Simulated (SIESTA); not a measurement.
**SnSe under changes of volume**

One of the cells (27.816 Å³/atom); the others are scaled copies at fixed shape and fractional positions:

```
Sn Se
1.0
     0.00000    3.02993    3.02993
     3.02993    0.00000    3.02993
     3.02993    3.02993    0.00000
Sn Se
1 1
Direct
  0.00000 0.00000 0.00000
  0.50000 0.50000 0.50000
```

Measurements of this composition are mostly on another form, of space group No. 62.

| Quantity | Value |
| --- | --- |
| Program | SIESTA 5.4.2 |
| Functional | PBE |
| Potentials or basis | PseudoDojo 0.4 standard (PBE files) |
| Basis | DZP (energy shift 0.002 Ry) |
| Grid cutoff | 500 Ry |
| Energy shift | 0.002 Ry |
| k mesh | 8 × 8 × 8 |
| Occupations | fermi-dirac, width 0.05 eV |
| Spin | no spin polarisation |

| volume (Å³/atom) | energy over the lowest point (meV/atom) | pressure (GPa) | gap on the mesh (eV) |
| --- | --- | --- | --- |
| 25.635 | 71.15 | 7.4 | 0.73 |
| 26.180 | 48.53 | 5.9 | 0.64 |
| 26.725 | ? | ? | ? |
| 27.816 | 8.06 | 2.2 | 0.39 |
| 28.362 | 2.29 | 1.2 | 0.31 |
| 28.907 | 0.00 | 0.2 | 0.24 |

Question: What does the run at 26.725 Å³/atom give?

Answer: Energy over the lowest point 30.82 meV/atom; pressure 4.6 GPa; gap on the mesh 0.55 eV.

Worked out: A Birch-Murnaghan fit of order 3 (a polynomial in V^(-2/3)) to the other rows has its minimum at 29.05 Å³/atom, just outside them, with B0 = V·E''(V) = 47 GPa and B' = 3.8. It gives 30.77 meV/atom at 26.725 Å³/atom, against the run's 30.82, and -dE/dV = 4.6 GPa, against 4.6. A straight line through the other rows of the gap, of slope -4.1 eV per unit of ln V (its deformation potential), gives 0.56 eV, against the run's 0.55.

Energies are extrapolated to zero smearing.

Caveats: semicore shells carry a single zeta, which can move pressures by several GPa and volumes by a few percent; spin-orbit coupling is left out, which moves the levels of the heavy elements; the basis of atomic orbitals isn't converged, which shifts pressures, moduli and gaps.

A mesh can miss the band edges.
